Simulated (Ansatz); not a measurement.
# PtSe2 (Sudovikovite): equation of state with rPW86-PBE

PtSe2 (Sudovikovite):

```
Pt Se
1.0
     3.72400    0.00000    0.00000
    -1.86200    3.22508    0.00000
     0.00000    0.00000    5.06200
Pt Se
1 2
Direct
  0.00000 0.00000 0.00000
  0.66667 0.33333 0.75000
  0.33333 0.66667 0.25000
```

* Program: Ansatz 0.2.0
* Task: equation of state
* Functional: rPW86-PBE
* Potentials or basis: Ansatz PAW
* Cutoff: 420 eV
* Density cutoff: 1680 eV
* k mesh: 8 × 8 × 5
* Occupations: fermi-dirac, width 0.05 eV
* Spin: no spin polarisation

The equilibrium volume is 22.73 Å³/atom (rough: see the caveat) and the bulk modulus at fixed shape and positions is 96 GPa (rough).

Energy against volume, from the lowest point:
```tsv
volume (Å³/atom)	energy (meV/atom)
19.049	227.48
19.455	167.49
19.860	117.59
20.265	76.77
20.671	44.09
21.076	18.75
21.481	0.00
```

All runs of the series together: 14 s on 2 threads of Arm Neoverse V2, on a shared host.

Caveat: the potentials were made for another functional, which shifts forces and pressure; the minimum lies outside the volumes run; the cell was scaled at fixed shape and fractional positions, which overstates the stiffness of a crystal with free parameters, most of all of layers and chains. The run has no spin-orbit coupling, so splittings on Pt are missing.
